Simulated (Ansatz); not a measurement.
Relaxation of Fe

Method: DFT PBE, scalar-relativistic, plane waves, PAW (Ansatz 0.2.0). Settings: 420 eV cutoff, 20×20×20 k-mesh, Gaussian smearing of 0.10 eV, collinear spin.

What was changed in Ca: Ca → Fe on all its sites, cell and atoms relaxed.

Input:

```yaml
crystal:
  lattice:
    - [-1.4100753516, 1.4100738582, 1.4101462064]
    - [1.4100753516, -1.4100738582, 1.4101462064]
    - [1.4100753516, 1.4100738582, -1.4101462064]
  atoms:
    - { symbol: Fe, position: [0.5, 0.5, 0.0], spin: 2.26 }
basis:
  ecutwfc: 420
kpoints:
  mp_grid: { grid: [20, 20, 20] }
hamiltonian:
  xc: pbe
scf:
  occupations: { method: gaussian, width: 0.1 }
output:
  forces: true
  stress: true
  eigenvalues: true
  populations: true
magnetization:
  spin_polarized: true
relax:
  adjacent_minimum: "off"
  f_tol: 0.01
  max_steps: 60
  cell: { stress_tol: 0.1 }
```

F is the free energy. Steps run on the plane waves of an earlier cell, but the last one, and at times one on the way, on a freshly chosen basis, so a repeated geometry can differ a little in energy.

Steps:

```json
{"step": "1", "F − F(1) (eV)": "0.0000", "largest force component (eV/Å)": "0.000", "V (Å³/atom)": "11.215", "P (GPa)": "2.20"}
{"step": "2", "F − F(1) (eV)": "-0.0007", "largest force component (eV/Å)": "0.000", "V (Å³/atom)": "11.285", "P (GPa)": "1.06"}
{"step": "3", "F − F(1) (eV)": "-0.0008", "largest force component (eV/Å)": "0.000", "V (Å³/atom)": "11.350", "P (GPa)": "0.03"}
{"step": "4", "F − F(1) (eV)": "-0.0009", "largest force component (eV/Å)": "0.000", "V (Å³/atom)": "11.350", "P (GPa)": "0.04"}
```

Relaxed structure:

```xyz
1
Lattice="-1.4157 1.4157 1.4157 1.4157 -1.4157 1.4157 1.4157 1.4157 -1.4157" Properties=species:S:1:pos:R:3 pbc="T T T"
Fe    0.0000    0.0000    1.4157
```

The structure is cubic, space group Im-3m (No. 229). Conventional cell: a = 2.831 Å, b = 2.831 Å, c = 2.831 Å, α = 90.00°, β = 90.00°, γ = 90.00°. Fe (site symmetry m-3m) has 8 Fe at 2.45 Å as nearest neighbours.

The run converged. The run took about 50 core-seconds.